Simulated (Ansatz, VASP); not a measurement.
**GaP in VASP and in Ansatz**

INCAR

```
  ALGO = Normal
  EDIFF = 1E-7
  ENCUT = 520
  GGA = PE
  ISIF = 2
  ISMEAR = 0
  LASPH = True
  LCHARG = False
  LREAL = False
  LWAVE = False
  NBANDS = 16
  NELM = 100
  PREC = Accurate
  SIGMA = 0.05
```

KPOINTS

```
k-points
0
Gamma
  8 8 8
```

Contents of POSCAR:

```
GaP
1.0
    0.0000000000      2.8901636530      2.8901636530
    2.8901636530      0.0000000000      2.8901636530
    2.8901636530      2.8901636530      0.0000000000
Ga P
1 1
Direct
    0.0000000000      0.0000000000      0.0000000000
    0.7500000000      0.7500000000      0.7500000000
```

Input for Ansatz:

```yaml
crystal:
  lattice:
    - [0.0, 2.890163653, 2.890163653]
    - [2.890163653, 0.0, 2.890163653]
    - [2.890163653, 2.890163653, 0.0]
  atoms:
    - { symbol: Ga, position: [0.0, 0.0, 0.0] }
    - { symbol: P, position: [0.75, 0.75, 0.75] }
basis:
  ecutwfc: 420
kpoints:
  mp_grid: { grid: [8, 8, 8] }
hamiltonian:
  xc: pbe
scf:
  occupations: { method: gaussian, width: 0.05 }
output:
  forces: true
  stress: true
  eigenvalues: true
```

Change from the starting cell: strain +0.050 along x and y, +0.050 along z, atoms carried along.

Alike in both runs: task single point; functional PBE; k mesh 8 × 8 × 8; occupations gaussian, width 0.05 eV; no spin polarisation.

```csv
,VASP,Ansatz
version,VASP 6.6.1,Ansatz 0.2.0
potentials or method,"VASP PAW PBE potentials, release 64 (Ga_d, P)","scalar-relativistic, plane waves, PAW"
plane-wave cutoff (eV),520,420
valence electrons in the cell,18,18
```

```csv
,VASP,Ansatz,Ansatz less VASP
gap on the k mesh at the Fermi level (eV),0.44,0.44,+0.005
least direct gap on the mesh (eV),0.44,0.44,+0.005
pressure (GPa),-8.0,-8.0,-0.04
```

With one functional, cell and mesh, what is left measures potentials, basis and numerics.
